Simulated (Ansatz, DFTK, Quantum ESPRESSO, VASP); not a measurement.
## Equation of state of AlO under PBE

The structure is cubic, space group Pm-3m (No. 221). The conventional cell has a = 2.769 Å, b = 2.769 Å, c = 2.769 Å, α = 90.00°, β = 90.00°, γ = 90.00°. Around Al (site symmetry m-3m) lie 8 O at 2.40 Å. O (site symmetry m-3m) has 8 Al at 2.40 Å as nearest neighbours.

The cell comes from a database or a generator and needn't be the stable form of this composition.

The cell was scaled at fixed shape and fractions and run with DFTK, PseudoDojo SR PBE 0.4.1 standard (PBE), cutoff 1143 eV; PBE, k mesh 10 × 10 × 10 on the cell of 2 atoms, fermi-dirac occupations of 0.05 eV, no spin polarisation, no spin-orbit coupling. Energies are those that the program minimises, any entropy of the smearing included. For a metal such a mesh isn't converged to the digits shown.

```csv
V (Å³/atom),energy over the lowest row (meV/atom)
9.9806,15.136
10.1929,6.092
10.4053,?
10.6176,0.000
10.8300,2.276
11.0424,7.677
11.2547,15.918
```

Task: Fit the third-order Birch-Murnaghan form, give V0, B0 and B′, and predict the energy left open.

Result: With y = (V0/V)^(2/3), E = E0 + (9 V0 B0/16) [(y - 1)³ B′ + (y - 1)² (6 - 4y)]. Least squares through the rows shown give V0 = 10.5803 Å³/atom, E0 = -0.048 meV, B0 = 130.9 GPa (1 eV/Å³ = 160.218 GPa) and B′ = 3.61, with a largest miss of 0.006 meV. At V = 10.4053 the form with these constants gives 1.165 meV; the run gave 1.162 meV an atom. Other set-ups at this level, from all their volumes (Å³/atom, GPa): Ansatz, Ansatz PAW (earlier soft set): V0 10.620, B0 131.1; Quantum ESPRESSO, SSSP 1.3 efficiency PBE: V0 10.616, B0 131.3; VASP, PBE PAW files Al, O, 520 eV: V0 10.621, B0 130.7.
